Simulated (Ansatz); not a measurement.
`CO[SiH2]OC(C)=O` + `[SiH3]S` → `CO[SiH2]S[SiH3]` + `CC(=O)O`  (ligand exchange at the Si–O bond)

Isolated molecules relaxed with PBE0-D4/def2-TZVP in Ansatz; ΔE leaves out vibrations. CCSD(T)/CBS adds triple-zeta CCSD(T) − MP2 to the extrapolated MP2 energy (def2 sets, frozen cores). DFT in def2-TZVPP. B3LYP here is the variant with VWN-RPA as its local correlation; programs differ in this. One conformer a species, not always the lowest.

```json
{"level": "PBE", "ΔE (kJ/mol)": "11.2"}
{"level": "B3LYP", "ΔE (kJ/mol)": "29.4"}
{"level": "HF/CBS(def2)", "ΔE (kJ/mol)": "44.2"}
{"level": "CCSD/CBS(def2)", "ΔE (kJ/mol)": "26.3"}
```

What does CCSD(T)/CBS give? (Best estimate.)

The calculation gave: +23.0 kJ/mol. The listed levels differ from it by -11.8, 6.4, 21.2, 3.3 kJ/mol.

Largest T1 diagnostic among the species: 0.015.

In def2-TZVPP, CCSD(T) changes the Hartree–Fock value by −15.4 kJ/mol (the triples alone add −3.3 kJ/mol) and MP2 by −20.5 kJ/mol. From PBE to PBE0 (25 % exact exchange), in def2-TZVPP and without D4, ΔE moves by +3.3 kJ/mol.

CCSD(T)/CBS has its own doubt, a few kJ/mol and more with outer-core shells, so smaller differences from it don't rank the levels.
